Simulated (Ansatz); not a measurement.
**WS2: pressure against volume**

One table from this session's results is given with a row withheld; the runs are named, their logs left out.

Method: DFT PBE, scalar-relativistic, in Ansatz 0.2.0.

## The starting structure

Symmetry: R3m, No. 160, trigonal system. The conventional cell has a = 3.158 Å, b = 3.158 Å, c = 18.490 Å, α = 90.00°, β = 90.00°, γ = 120.00°. W (site symmetry 3m) is surrounded by 6 S at 2.39 to 2.42 Å. S (site symmetry 3m) is surrounded by 3 W at 2.39 Å. S (site symmetry 3m) is surrounded by 3 W at 2.42 Å.

Coordinates:

```cif
data_structure
_symmetry_space_group_name_H-M 'R3m:H'
_symmetry_Int_Tables_number 160
_cell_length_a 3.1580
_cell_length_b 3.1580
_cell_length_c 18.4900
_cell_angle_alpha 90.000
_cell_angle_beta 90.000
_cell_angle_gamma 120.000
_cell_volume 159.70
loop_
_atom_site_label
_atom_site_type_symbol
_atom_site_symmetry_multiplicity
_atom_site_Wyckoff_symbol
_atom_site_fract_x
_atom_site_fract_y
_atom_site_fract_z
_atom_site_occupancy
W1 W 3 a 0.00000 0.00000 0.00000 1
S1 S 3 a 0.66667 0.33333 0.08363 1
S2 S 3 a 0.33333 0.66667 0.24767 1
```

The file gives the conventional cell by its symmetry; the runs use the cell typed in the input.

Atoms are numbered in the order of the input: W1, S2, S3.

Set-up of the first run:

Contents of input.yaml:

```yaml
crystal:
  lattice:
    - [1.5467668421, 0.8930262526, 6.0375124514]
    - [-1.5467668421, 0.8930262526, 6.0375124514]
    - [0.0, -1.7860525053, 6.0375124514]
  atoms:
    - { symbol: W, position: [0.0, 0.0, 0.0] }
    - { symbol: S, position: [0.7503, 0.7503, 0.7503] }
    - { symbol: S, position: [0.581, 0.581, 0.581] }
kpoints:
  mp_grid: { grid: [13, 13, 13] }
  band_path:
    path:
      - [0.0, 0.0, 0.0]
      - [0.5, 0.5, 0.5]
      - [0.8187478403, 0.1812521597, 0.5]
      - [0.5, -0.1812521597, 0.1812521597]
      - [0.5, 0.0, 0.0]
      - [0.0, 0.0, 0.0]
      - [0.3406260799, -0.3406260799, 0.0]
      - [0.6593739201, 0.0, 0.3406260799]
      - [0.5, 0.0, 0.5]
    npoints: 5
scf:
  occupations: { method: fermi_dirac, width: 0.08 }
hamiltonian:
  xc: pbe
  pseudopotentials: { kind: all_electron, lapw: { basis_error: 0.0005 } }
output:
  forces: true
  stress: true
  eigenvalues: true
```

On the command line:

```
$ ansatz run input.yaml --threads 1 --pin off --max-ram 4096MiB --backend cpu --events-out ev --progress --plain --runs-dir out
```

Among the steps run: Volume × 0.94, LAPW; Volume × 0.94, PAW; Volume × 0.94, crystal datasets; Volume × 0.98, LAPW; Volume × 0.98, PAW; Volume × 0.98, crystal datasets; Volume × 1.01, LAPW; Volume × 1.01, PAW; Volume × 1.01, crystal datasets; Volume × 1.04, LAPW; Volume × 1.04, PAW; Volume × 1.04, crystal datasets.

One of the session's tables, all rows but one given; the rest of the session is left out.

It belongs to the step «Fits». 

| method | volume (Å³/atom) | pressure (GPa) | gap on the k mesh (eV) | largest force (eV/Å) |
| --- | --- | --- | --- | --- |
| LAPW | 16.679 | ? | ? | ? |
| LAPW | 17.389 | 8.34 | 1.05 | 0.898 |
| LAPW | 17.921 | 2.93 | 1.07 | 0.596 |
| LAPW | 18.454 | -1.70 | 1.09 | 0.733 |
| PAW | 16.679 | 17.00 | 1.01 | 1.764 |
| PAW | 17.389 | 8.30 | 1.05 | 0.896 |
| PAW | 17.921 | 2.87 | 1.07 | 0.596 |
| PAW | 18.454 | -1.76 | 1.08 | 0.738 |
| crystal datasets | 16.679 | 17.02 | 1.02 | 1.764 |
| crystal datasets | 17.389 | 8.34 | 1.05 | 0.898 |
| crystal datasets | 17.921 | 2.93 | 1.07 | 0.596 |
| crystal datasets | 18.454 | -1.70 | 1.09 | 0.733 |

Q: Estimate the row for LAPW, 16.679 from the others.

The run gave: pressure (GPa): 17.02; gap on the k mesh (eV): 1.02; largest force (eV/Å): 1.763.

Caveats from the session: Shape and positions are held, so a fully relaxed modulus can be lower. Warnings in the runs' records: gradients without spin orbit, crystal datasets made.
